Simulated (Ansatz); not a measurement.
# Pt, hcp: how the functional moves the structure

All rows: Ansatz, plane waves with scalar-relativistic PAW, 420 eV (500 eV for the SCAN forms), relaxed under each functional, no dispersion correction, no zero-point motion. B₀ comes from uniform scaling at fixed shape; a dash is a value not given.

| functional | V (Å³/atom) | cell | B₀ (GPa) | magnetic state | ΔE to fcc (meV/atom) |
| --- | --- | --- | --- | --- | --- |
| PBE | 15.77 | a = 2.767 Å, c = 4.757 Å (c/a = 1.719) | 243 | spin not included | 59 |
| r²SCAN | 15.42 | a = 2.739 Å, c = 4.746 Å (c/a = 1.732) | 266 | spin not included | 65 |
| PBEsol | 15.15 | a = 2.732 Å, c = 4.686 Å (c/a = 1.715) | 282 | spin not included | 63 |
| LDA | 14.86 | a = 2.715 Å, c = 4.657 Å (c/a = 1.715) | 301 | spin not included | 65 |
| revPBE | 15.97 | a = 2.778 Å, c = 4.779 Å (c/a = 1.720) | 231 | spin not included | 58 |
| RPBE | 16.05 | a = 2.782 Å, c = 4.788 Å (c/a = 1.721) | 225 | spin not included | 57 |
| BLYP | 16.78 | a = 2.814 Å, c = 4.896 Å (c/a = 1.740) | 195 | spin not included | 48 |

LDA gives the smallest volume and BLYP the largest.
